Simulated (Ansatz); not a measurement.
A plane-wave DFT run in Ansatz 0.2.0 (scalar-relativistic PAW potentials unless the input names others): input and command.

```yaml
crystal:
  lattice:
    - [-2.8036254936, 2.8036254936, 1.5386377697]
    - [2.8036254936, -2.8036254936, 1.5386377697]
    - [2.8036254936, 2.8036254936, -1.5386377697]
  atoms:
    - { symbol: Ga, position: [0.25, 0.75, 0.5] }
    - { symbol: Sb, position: [0.0, 0.0, 0.0] }
basis:
  ecutwfc: 420
kpoints:
  mp_grid: { grid: [24, 24, 24], shift: [0.5, 0.5, 0.5] }
hamiltonian:
  xc: pbe
scf:
  occupations: { method: gaussian, width: 0.15 }
output:
  forces: true
  eigenvalues: true
  stress: true
```

```bash
ansatz run input.yaml --threads 1 --pin off --max-ram 2560MiB --backend cpu --events-out ev --progress --plain --runs-dir out
```

Abridged log:
```
Basis set: ecut = 420 eV, 925 PW (Γ), exchange–correlation on 60×60×60 points (8 copies of the dense FFT grid, shifted against one another)
Bands: 18, of which v1, the nominal top of the filled ones, is band 14 counted from 1 (13 counted from 0)
Symmetry: 8 space group operations
k-points: 1056 of 13824 (time reversal used)
SCF iter   1: F=—  HF=-10267.448782 eV  |F-HF|=—  |Δ(HF+E_count)|=         —  Δρ=1.41e-3  dr2=8.82e-4  ethr=1.77e-3  ⟨swp⟩=5.2  Hψ=90734  notcnv=0
SCF iter   2: F=—  HF=-10267.447895 eV  |F-HF|=—  |Δ(HF+E_count)|=   8.87e-4  Δρ=9.01e-4  dr2=4.52e-4  ethr=3.15e-6  ⟨swp⟩=2.0  Hψ=38520  notcnv=0
SCF iter   3: F=—  HF=-10267.447907 eV  |F-HF|=—  |Δ(HF+E_count)|=   1.14e-5  Δρ=4.44e-4  dr2=5.66e-5  ethr=1.61e-6  ⟨swp⟩=2.0  Hψ=33730  notcnv=0
SCF iter   4: F=—  HF=-10267.447876 eV  |F-HF|=—  |Δ(HF+E_count)|=   3.02e-5  Δρ=2.14e-4  dr2=1.22e-5  ethr=2.02e-7  ⟨swp⟩=2.0  Hψ=28445  notcnv=0
SCF iter   5: F=—  HF=-10267.447870 eV  |F-HF|=—  |Δ(HF+E_count)|=   6.65e-6  Δρ=1.30e-4  dr2=4.11e-6  ethr=4.36e-8  ⟨swp⟩=2.1  Hψ=31042  notcnv=0
SCF iter   6: F=-10267.447867 eV  HF=-10267.447867 eV  |F-HF|=2.93e-8  |Δ(HF+E_count)|=   2.60e-6  Δρ=1.53e-5  dr2=9.60e-8  ethr=3.57e-10  ⟨swp⟩=4.4  Hψ=91899  notcnv=0
SCF 1 converged in 6 iterations: F = -10267.447867 eV  dr2 = 9.60e-8
SCF converged after 6 iterations
Free energy (F): -10267.447867 eV
Harris-Foulkes:  -10267.447867 eV  (|F-HF|=2.93e-8)
Internal energy: -10267.438957 eV  (E = F + TS)
E sigma→0 (E₀):  -10267.443412 eV
Entropy (-TS):   -0.008911 eV (-4.455 meV/atom)
Fermi energy:    9.906699 eV
--- Forces (eV/Å), atoms counted from 1 ---
  atom   1  Ga     0.00000000     0.00000000     0.00000000
  atom   2  Sb     0.00000000     0.00000000     0.00000000
--- Stress (GPa, compression-positive) ---
       -0.786843       0.000000       0.000000
        0.000000      -0.786843       0.000000
        0.000000       0.000000       1.410870
  P = ⅓ Tr σ = -0.0543 GPa (-0.543 kbar)
```

Apart from outputs and empty bands, the input differs from a reference run on usual settings in kpoints.mp_grid.shift: not typed → [0.5, 0.5, 0.5]. The reference, at the same geometry, gave pressure -0.05 GPa, largest force 0.000 eV/Å, no gap on the mesh. This run converged in 6 SCF iterations (reference: 6) with an energy at zero smearing 0.01 meV/atom below the reference's, pressure -0.05 GPa, largest force 0.000 eV/Å, no gap on the mesh.

It took 37 s on 1 thread of Intel(R) Xeon(R) 6975P-C (Granite Rapids), with other jobs on the host, peak memory 1.2 GiB.